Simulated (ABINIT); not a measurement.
**TiB2: equation of state with PBE+D4**

Crystal: TiB2.

```
Ti B
1.0
     3.02920    0.00000    0.00000
    -1.51460    2.62336    0.00000
     0.00000    0.00000    3.22840
Ti B
1 2
Direct
  0.00000 0.00000 0.00000
  0.66667 0.33333 0.50000
  0.33333 0.66667 0.50000
```

| Property | Result |
| --- | --- |
| Program | ABINIT 10.8.3 (patched build) |
| Task | equation of state |
| Functional | PBE |
| Dispersion | D4 |
| Potentials or basis | JTH PAW PBE v2.0 |
| Cutoff | 408 eV |
| k mesh | 10 × 10 × 8 |
| Occupations | fermi-dirac, width 0.05 eV |
| Spin | no spin polarisation |
| Dispersion computed by | dftd4 4.3.1 |
| Fine-grid cutoff | 816.342 eV |
| Exchange and correlation inside the PAW spheres | full angular mesh (pawxcdev 0, this build's default; the released program takes 1) |

The equilibrium volume is 8.33 Å³/atom, the bulk modulus at fixed shape and positions is 268 GPa and the pressure derivative of the bulk modulus is 3.9.

Energy against volume, from the lowest point:
```csv
volume (Å³/atom),energy (meV/atom)
8.039,8.92
8.210,1.34
8.381,0.00
8.552,4.48
8.723,14.07
8.894,28.35
9.065,46.87
```

Run time: 110 s on 1 thread of Intel(R) Xeon(R) Platinum 8488C (Sapphire Rapids), with other jobs on the host, peak memory 0.11 GiB.

Caveat: pressures at fixed basis lie under the slope of the energies; the log and the count of SCF iterations are those of the last ABINIT call alone; the cell was scaled at fixed shape and fractional positions, which overstates the stiffness of a crystal with free parameters, most of all of layers and chains; the atomic spheres overlap.
